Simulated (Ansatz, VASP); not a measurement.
**One calculation of SnSe, two programs**

```
Sn Se
1.0
     0.00000    3.01000    3.01000
     3.01000    0.00000    3.01000
     3.01000    3.01000    0.00000
Sn Se
1 1
Direct
  0.98339 0.98339 0.96963
  0.50000 0.50000 0.50000
```

Alike in both runs: task single point; functional PBEsol; k mesh 8 × 8 × 8; occupations gaussian, width 0.05 eV; no spin polarisation.

```csv
,VASP,Ansatz
version,VASP 6.6.1,Ansatz 0.2.0
potentials or method,"VASP PAW PBE potentials, release 64 (Sn_d, Se)","scalar-relativistic, plane waves, PAW"
plane-wave cutoff (eV),520,420
valence electrons in the cell,20,30
```

|  | VASP | Ansatz | Ansatz less VASP |
| --- | --- | --- | --- |
| gap on the k mesh at the Fermi level (eV) | 0.61 | 0.61 | -0.006 |
| least direct gap on the mesh (eV) | 0.61 | 0.61 | -0.006 |
| pressure (GPa) | -1.2 | -1.2 | -0.02 |
| largest component of the traceless stress (GPa) | 0.23 | 0.24 | +0.005 |
| rms of the force components (eV/Å) | 0.066 | 0.061 | -0.0046 |

Atom by atom the forces differ by 0.005 eV/Å (rms over components). With one functional, cell and mesh, what is left measures potentials, basis and numerics. The two sets of potentials don't hold the same shells in valence.

Caveats: the PAW data sets were made with another functional, which shifts forces and pressure a little (VASP); spin-orbit coupling is left out, which moves the levels of the heavy elements. A k mesh can miss the band edges.
